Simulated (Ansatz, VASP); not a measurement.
**Two plane-wave programs on TiPt3**

```
Pt Ti
1.0
     3.92281    0.00000    0.00000
     0.00000    3.92281    0.00000
     0.00000    0.00000    3.92281
Pt Ti
3 1
Direct
  0.50000 0.50000 0.00000
  0.50000 0.00000 0.50000
  0.00000 0.50000 0.50000
  0.00000 0.00000 0.00000
```

Change from the starting cell: volume scaled by 1.02.

Alike in both runs: task single point; functional PBEsol; k mesh 7 × 7 × 7; occupations fermi-dirac, width 0.05 eV; no spin polarisation.

|  | VASP | Ansatz |
| --- | --- | --- |
| version | VASP 6.6.1 | Ansatz 0.2.0 |
| potentials or method | VASP PAW PBE potentials, release 64 (Pt, Ti_sv) | Ansatz PAW |
| plane-wave cutoff (eV) | 520 | 420 |
| valence electrons in the cell | 42 | 66 |

Ansatz gave:

```
gap on the k mesh at the Fermi level (eV) : none
pressure (GPa)                            : -4.6
```

Q: What did VASP give for the same quantities?

A: gap on the k mesh at the Fermi level (eV): none; pressure (GPa): -4.8.

A gap of «none» marks a metal or a gap that the smearing closes. The functional is the same, so the differences come from potentials, cutoffs and numerics. The two sets of potentials don't hold the same shells in valence.

Caveats: the PAW data sets were made with another functional, which shifts forces and pressure a little (VASP); the PAW data sets come from PBE, with cores solved anew for the run's functional, which leaves a small shift of forces and pressure (Ansatz). Spin-orbit coupling is left out, which matters for the levels of Pt.
